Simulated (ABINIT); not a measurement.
Si2Mo, 3 atoms in the cell. It takes space group I4/mmm (No. 139, tetragonal). Conventional cell: a = 3.200 Å, b = 3.200 Å, c = 7.861 Å, α = 90.00°, β = 90.00°, γ = 90.00°. Mo (site symmetry 4/mmm) is surrounded by 10 Si at 2.62 Å. Si (site symmetry 4mm) has 5 Si at 2.61 to 2.63 Å and 5 Mo at 2.62 Å as nearest neighbours. 

| Property | Result |
| --- | --- |
| Program | ABINIT 10.8.3 (patched build) |
| Task | single point |
| Functional | PBE |
| Potentials or basis | PseudoDojo NC SR PBE v0.4.1 standard |
| Cutoff | 952 eV |
| k mesh | 9 × 9 × 9 |
| Occupations | fermi-dirac, width 0.05 eV |
| Spin | no spin polarisation |

Potentials or basis: PseudoDojo NC SR PBE v0.4.1 standard.

The run is started by

```sh
$ abinit run.abi > log 2>&1
```

Hardware: 1 thread of Arm Neoverse V1, on a shared host.

How long does it take, and how much memory?

Run time: 2.5 min on 1 thread of Arm Neoverse V1, on a shared host, peak memory 0.13 GiB. Counts: scf iterations 10, mpi ranks 1, k points 75, bands 15, plane waves 2711.
